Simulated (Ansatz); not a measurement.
Computed with DFT PBE, scalar-relativistic, plane waves, PAW in Ansatz 0.2.0. All cells share a 420 eV cutoff and Γ-centred k meshes spaced at most about 0.3 Å⁻¹ (about 0.25 or finer for metals, 2π included). No spin polarisation.

Each guess is relaxed in cell and atoms at zero pressure, on a coarse mesh first where it starts far from rest and then on a converged one. The steps can't lower the symmetry of the start, but it can rise. Energies are static (0 K, no zero-point motion).

Two unrelaxed guesses for SnSe₅:

A.

```
Sn Se
1.0
     6.47238    0.00000    0.00000
    -3.23619    5.60525    0.00000
     0.00000    0.00000    5.02943
Sn Se
1 5
Cartesian
  0.0000 0.0000 0.0000
  0.0000 3.7369 0.0000
  3.2362 1.8684 0.0000
  3.2362 0.0000 2.5147
  1.6181 2.8026 2.5147
  -1.6181 2.8026 2.5147
```

B.

```
Sn Se
1.0
     3.64734    0.00000    0.00000
    -1.82367    3.15869    0.00000
     0.00000    0.00000   18.43108
Sn Se
1 5
Direct
  0.00000 0.00000 0.00000
  0.66667 0.33333 0.83495
  0.00000 0.00000 0.66732
  0.66667 0.33333 0.50000
  0.00000 0.00000 0.33268
  0.66667 0.33333 0.16505
```

**Question.** Where do they end, and which end is lower?

**Answer.** B ends lower, by 234 meV/atom. A: P6/mmm at 30.4 Å³/atom → P6/mmm at 26.7 Å³/atom; B: P-6m2 at 35.4 Å³/atom → P-6m2 at 24.4 Å³/atom. Counting Se atoms around Sn (those within 1.25 times the shortest such distance or 1.15 times the sum of covalent radii, 1.27 where that leaves under three; the shortest distance is added where it exceeds 1.18 times the sum of covalent radii), the end of A has Sn 18 from 4.0 Å and the end of B has Sn 6. End of A. Conventional cell: a = 7.215 Å, c = 3.550 Å. Sn has 2 Sn at 3.55 Å and 18 Se at 4.02–4.17 Å; Se on a site of symmetry -6m2 has 6 Se at 2.74 Å; Se on a site of symmetry mmm has 4 Se at 2.74 Å, 6 Se at 3.55–3.61 Å and 4 Sn at 4.02 Å. End of B. Conventional cell: a = 3.825 Å, c = 11.543 Å. Sn is surrounded by 6 Se at 2.84 Å; Se on a site of symmetry 3m has 3 Sn at 2.84 Å and 3 Se at 3.16 Å; Se on a second site of symmetry 3m has 3 Se at 2.81 Å and 3 Se at 3.16 Å; 1 more site not described.

Ends held by symmetry can be saddle points. Even the lowest of the cells shown lies +0.16 eV/atom against the elements. No dispersion correction is applied, so the spacing and binding between layers, chains or molecules are poorly described (P-6m2), and this can change margins and order among such cells. Some structure types and database cells were kept out of the candidates from the start, so a known form may be missing.
